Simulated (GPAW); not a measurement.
Write an ASE script for GPAW 26.7.0 that does the following.

| Item | Value |
| --- | --- |
| Task | single point |
| Functional | PBE |
| Potentials or basis | GPAW PAW data sets (gpaw-data 1.2.1) |
| Cutoff | 500 eV |
| Basis | pw |
| k mesh | 7 × 7 × 4 |
| Occupations | fermi-dirac, width 0.05 eV |
| Spin | no spin polarisation |
| Maxiter | 120 |
| Convergence | default |

The structure of SnSe2 lies in SnSe2.xyz:

```xyz
3
Lattice="3.8110000000 0.0000000000 0.0000000000 -1.9055000000 3.3004228138 0.0000000000 0.0000000000 0.0000000000 6.1360000000" Properties=species:S:1:pos:R:3 pbc="T T T"
Sn     0.0000000000      0.0000000000      0.0000000000
Se     1.9055000002      1.1001409378      4.6081360000
Se    -0.0000000002      2.2002818760      1.5278640000
```

These files were run (other wordings do the same):

run.py

```python
from ase.dft.bandgap import bandgap
from ase.io import read, write
from ase.units import GPa
from gpaw import GPAW, PW

atoms = read('SnSe2.xyz')

calc = GPAW(mode=PW(500),
            xc='PBE',
            kpts={'size': (7, 7, 4), 'gamma': True},
            occupations={'name': 'fermi-dirac', 'width': 0.05},
            nbands=24,
            maxiter=120,
            txt='gpaw.txt')
atoms.calc = calc
energy = atoms.get_potential_energy()
forces = atoms.get_forces()
stress = atoms.get_stress()
calc.write('gs.gpw')
write('result.traj', atoms)
print(f'Energy: {energy:.6f} eV')
print('Forces (eV/A):')
print(forces.round(4))
print('Stress (GPa):', (stress / GPa).round(3))
print('Fermi level:', round(calc.get_fermi_level(), 4), 'eV')
print(f'Gap: {bandgap(calc)[0]:.4f} eV, direct: {bandgap(calc, direct=True)[0]:.4f} eV')
```

Potentials or basis: GPAW PAW data sets (gpaw-data 1.2.1), pw.

The run is started by

```bash
$ OMP_NUM_THREADS=1 python run.py
```

Results of the run:

```
Pressure               : 5.1 GPa
Largest force          : 0.761 eV/Å
Band gap on the k mesh : 0.82 eV, indirect (least direct gap 1.11 eV)
```

Caveat: the cutoff is short for stress and forces, so pressures can be off by a GPa or more; spin-orbit coupling is left out, which moves the levels of the heavy elements; an odd mesh through Γ misses points on the zone boundary, where band edges often lie; this functional lacks dispersion, which binds the layers, so the pressure and a relaxed spacing across them are unreliable.

Run time: 13 s on 1 thread of AMD EPYC 7B13 (Zen 3), with other jobs on the host, peak memory 0.17 GiB.
